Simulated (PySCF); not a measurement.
Molecule: phenylacetylene (SMILES C#Cc1ccccc1).

Atoms are numbered as in `[CH:1]#[C:2][c:3]1[cH:4][cH:5][cH:6][cH:7][cH:8]1` (H(Xn): hydrogen on atom n).

Geometry PBE0-D3(BJ)/def2-SVP throughout; GIAO in PySCF, gas phase, one conformer, non-relativistic; equivalent atoms averaged; functional PBE0.

For orientation, def2-TZVP gives these absolute shieldings σ: C4/C8 47.5, C6 53.1, C5/C7 53.5, C3 57.9, C1 103.2, C2 99.5, H(C4)/H(C8) 23.67, H(C6) 23.96, H(C1) 28.42 ppm.

A run gave: C4/C8 69.4, C6 75.1, C5/C7 75.1, C3 79.6, C1 119.6, C2 119.0, H(C4)/H(C8) 25.02, H(C6) 25.27, H(C1) 29.39 ppm (absolute shieldings σ).

Which basis set was used in that run?
A. 6-31G
B. def2-SVP
C. 6-311+G(2d,p)
D. pcSseg-1

Results:

A. H(C4)/H(C8) tells them apart best: 6-31G gives 25.02, def2-SVP gives 23.89, 6-311+G(2d,p) gives 23.68, pcSseg-1 gives 23.59 ppm.
